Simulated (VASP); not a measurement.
AlNi under changes of volume

One of the cells (12.196 Å³/atom); the others are scaled copies at fixed shape and fractional positions:

```xyz
2
Lattice="2.9001 0.0000 0.0000 0.0000 2.9001 0.0000 0.0000 0.0000 2.9001" Properties=species:S:1:pos:R:3 pbc="T T T"
Ni    1.4500    1.4500    1.4500
Al    0.0000    0.0000    0.0000
```

| Property | Result |
| --- | --- |
| Program | VASP 6.6.1 |
| Functional | PBEsol |
| Potentials or basis | VASP PAW PBE potentials, release 64 (Ni, Al) |
| Cutoff | 520 eV |
| k mesh | 9 × 9 × 9 |
| Occupations | fermi-dirac, width 0.05 eV |
| Spin | collinear spin, ferromagnetic start |
| Starting moments | [1.0, 0.0] μB |

| volume (Å³/atom) | energy over the lowest point (meV/atom) | pressure (GPa) |
| --- | --- | --- |
| 11.239 | ? | ? |
| 11.478 | 2.92 | 3.9 |
| 11.717 | 0.00 | 0.1 |
| 12.196 | 9.51 | -6.2 |
| 12.435 | 20.90 | -8.9 |
| 12.674 | 36.10 | -11.4 |

Task: What does the run at 11.239 Å³/atom give?

Result: Energy over the lowest point 11.75 meV/atom; pressure 8.0 GPa.

Worked out: A Birch-Murnaghan fit of order 3 (a polynomial in V^(-2/3)) to the other rows has its minimum at 11.73 Å³/atom with B0 = V·E''(V) = 173 GPa and B' = 4.3. It gives 11.74 meV/atom at 11.239 Å³/atom, against the run's 11.75, and -dE/dV = 8.0 GPa, against 8.0.

Energies are extrapolated to zero smearing.

Caveats: the PAW data sets were made with another functional, which shifts forces and pressure a little.
